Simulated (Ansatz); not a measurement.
**Ga: how well frozen cores do**

The same cell of Ga is computed with all-electron LAPW, frozen-core PAW and datasets made for this crystal, to set the results side by side.

Program: Ansatz 0.2.0. Level of theory: DFT PBE, scalar-relativistic. These are calculated values, not measurements.

## (1) The system as given

The structure is tetragonal, space group I4/mmm (No. 139). Conventional cell: a = 2.808 Å, b = 2.808 Å, c = 4.458 Å, α = 90.00°, β = 90.00°, γ = 90.00°. Ga (site symmetry 4/mmm) has 12 Ga at 2.81 to 2.99 Å as nearest neighbours.

Structure file:

```cif
data_structure
_symmetry_space_group_name_H-M 'I4/mmm'
_symmetry_Int_Tables_number 139
_cell_length_a 2.8080
_cell_length_b 2.8080
_cell_length_c 4.4580
_cell_angle_alpha 90.000
_cell_angle_beta 90.000
_cell_angle_gamma 90.000
_cell_volume 35.15
loop_
_atom_site_label
_atom_site_type_symbol
_atom_site_symmetry_multiplicity
_atom_site_Wyckoff_symbol
_atom_site_fract_x
_atom_site_fract_y
_atom_site_fract_z
_atom_site_occupancy
Ga1 Ga 2 a 0.00000 0.00000 0.00000 1
```

The file gives the conventional cell by its symmetry; the runs use the cell typed in the input.

The cell is a deposited one (Crystallography Open Database entry 9012723); the temperature and pressure of the measurement aren't taken into account, and nothing was relaxed.

## (2) All-electron LAPW

The input, input.yaml:

```yaml
crystal:
  lattice:
    - [-1.404, 1.404, 2.229]
    - [1.404, -1.404, 2.229]
    - [1.404, 1.404, -2.229]
  atoms:
    - { symbol: Ga, position: [0.0, 0.0, 0.0] }
kpoints:
  mp_grid: { grid: [14, 14, 16] }
  band_path:
    path:
      - [0.0, 0.0, 0.0]
      - [0.0, 0.0, 0.5]
      - [0.25, 0.25, 0.25]
      - [0.0, 0.5, 0.0]
      - [0.0, 0.0, 0.0]
      - [0.5, 0.5, -0.5]
      - [0.3491868475, 0.6508131525, -0.3491868475]
      - [-0.3491868475, 0.3491868475, 0.3491868475]
      - [0.0, 0.0, 0.0]
    npoints: 14
scf:
  occupations: { method: fermi_dirac, width: 0.05 }
hamiltonian:
  xc: pbe
  pseudopotentials: { kind: all_electron, lapw: { basis_error: 0.00025 } }
output:
  forces: true
  stress: true
  eigenvalues: true
  populations: true
  dos: { projected: true, de: 0.2, e_range: [-14, 8] }
```

Launch:

```
$ ansatz run input.yaml --threads 1 --pin off --max-ram 3072MiB --backend cpu --events-out ev --progress --plain --runs-dir out
```

## (3) Frozen-core PAW

Edit input.yaml of step 2 so:

```diff
@@ -25,3 +25,3 @@
   xc: pbe
-  pseudopotentials: { kind: all_electron, lapw: { basis_error: 0.00025 } }
+  pseudopotentials: { kind: paw }
 output:
@@ -30,3 +30,9 @@
   eigenvalues: true
+  efg: { contact_densities: true }
   populations: true
+  bader: true
   dos: { projected: true, de: 0.2, e_range: [-14, 8] }
+  write_density: true
+  write_potential: true
+  elf: true
+  volumetric_format: npy
```

## (4) Datasets made for this crystal

Edit input.yaml of step 3 so:

```diff
@@ -20,3 +20,3 @@
       - [0.0, 0.0, 0.0]
-    npoints: 14
+    npoints: 8
 scf:
@@ -25,3 +25,3 @@
   xc: pbe
-  pseudopotentials: { kind: paw }
+  pseudopotentials: { kind: all_electron, datasets: crystal }
 output:
@@ -31,8 +31 @@
   efg: { contact_densities: true }
-  populations: true
-  bader: true
-  dos: { projected: true, de: 0.2, e_range: [-14, 8] }
-  write_density: true
-  write_potential: true
-  elf: true
-  volumetric_format: npy
```

(Steps that only read results are left out.)

Q: Predict the outcome of this session. Wanted: pressure; gap.

As calculated:

```
  quantity                                           value
  pressure  LAPW 4.32, PAW 4.29, crystal datasets 4.32 GPa
gap (LAPW)                                            none
```

At this geometry the cell is under compression of 4.3 GPa, so it would expand if let go. With 21 electrons in the bands of a cell, and no spin, a band must be partly filled: it is a metal at this level. Within 0.3 eV of the Fermi level the largest projected share is Ga 4p (67 %). The projection holds only the free atom's occupied shells (Ga 4s, Ga 4p in this range). The field gradient at Ga, the largest by crystal datasets, is 2.14 by PAW and 2.15 by crystal datasets (10²¹ V/m²), within 5 %. PAW lies -0.02 GPa from LAPW in pressure. The price, with the outputs that each input asks for: 69 s for LAPW against 21 s for PAW, about 3 to one. The k mesh doesn't keep the crystal's whole symmetry, which leaves small spurious terms.
